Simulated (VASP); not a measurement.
The system is TaS2.

```
Ta S
1.0
     3.35000    0.00000    0.00000
    -1.67500    2.90119    0.00000
     0.00000    0.00000    5.86000
Ta S
1 2
Direct
  0.00000 0.00000 0.00000
  0.33333 0.66667 0.25000
  0.66667 0.33333 0.75000
```

```yaml
Program: VASP 6.6.1
Task: relaxation of cell and atoms
Functional: LDA
Potentials_or_basis: VASP PAW LDA potentials, release 64 (Ta_pv, S)
Cutoff: 600 eV
k_mesh: 15 × 15 × 6
Occupations: methfessel-paxton, width 0.1 eV
Spin: no spin polarisation
```

At the start: pressure 1.7 GPa; volume 18.98 Å³/atom.

Q: Where does the relaxation end?

A: Over 16 steps the energy falls by 23.7 meV/atom and the volume is 17.94 Å³/atom (-5.5 %); space group P-3m1 (No. 164, to 0.05 Å).

Step by step:
```tsv
step	energy change (eV)	largest force (eV/Å)	pressure (GPa)	volume (Å³)
1	0.0000	0.8353	1.74	56.95
2	-0.0076	0.5003	-5.87	58.66
3	-0.0329	0.0992	-2.52	57.86
4	-0.0548	0.0642	-0.40	56.20
5	-0.0549	0.0655	-0.42	56.23
6	-0.0572	0.1786	0.29	55.85
7	-0.0576	0.2597	0.81	55.58
8	-0.0585	0.2530	0.76	55.54
9	-0.0610	0.2343	0.53	55.42
10	-0.0645	0.1970	0.13	55.16
11	-0.0653	0.1186	-0.59	54.64
12	-0.0660	0.1525	-0.30	54.85
13	-0.0680	0.0985	-0.47	54.68
14	-0.0705	0.0683	-0.75	54.17
15	-0.0708	0.0351	0.51	53.59
16	-0.0712	0.0084	0.04	53.83
```

Final structure:
```
CELL_PARAMETERS angstrom
3.29193 0.00000 0.00000
-1.64597 2.85090 0.00000
0.00000 0.00000 5.73582
ATOMIC_POSITIONS crystal
Ta 0.00000 0.00000 0.00000
S 0.33333 0.66667 0.26847
S 0.66667 0.33333 0.73153
```
